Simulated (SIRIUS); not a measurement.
# MgO under changes of volume

One of the cells (10.216 Å³/atom); the others are scaled copies at fixed shape and fractional positions:

```
Mg O
1.0
     2.95748    0.00000    0.00000
    -1.47874    2.56125    0.00000
     0.00000    0.00000    2.69743
Mg O
1 1
Direct
  0.00000 0.00000 0.00000
  0.33333 0.66667 0.50000
```

Measurements of this composition are mostly on another form, of space group No. 225.

- Program: SIRIUS 7.10.0
- Functional: PBEsol
- Potentials or basis: PseudoDojo 0.4.1 PBEsol standard (scalar relativistic)
- Cutoff: 1152 eV
- Density cutoff: 4606 eV
- k mesh: 10 × 10 × 10
- Occupations: fermi-dirac, width 0.05 eV
- Spin: no spin polarisation

```csv
volume (Å³/atom),energy over the lowest point (meV/atom),pressure (GPa),gap on the mesh (eV)
9.415,4.79,5.2,3.43
9.615,0.40,1.8,3.26
9.816,0.00,-1.2,3.10
10.216,9.64,-6.4,2.81
10.417,19.02,-8.6,2.67
10.617,?,?,?
```

Problem. What does the run at 10.617 Å³/atom give?

Solution. Energy over the lowest point 31.02 meV/atom; pressure -10.6 GPa; gap on the mesh 2.53 eV.

Worked out: A Birch-Murnaghan fit of order 3 (a polynomial in V^(-2/3)) to the other rows has its minimum at 9.74 Å³/atom with B0 = V·E''(V) = 146 GPa and B' = 4.2 at fixed shape and positions, which overstates the stiffness. It gives 30.97 meV/atom at 10.617 Å³/atom, against the run's 31.02, and -dE/dV = -10.5 GPa, against -10.6. A straight line through the other rows of the gap, of slope -7.48 eV per unit of ln V, extrapolates to 2.52 eV, against the run's 2.53.

Energies are extrapolated to zero smearing.

A mesh can miss the band edges.
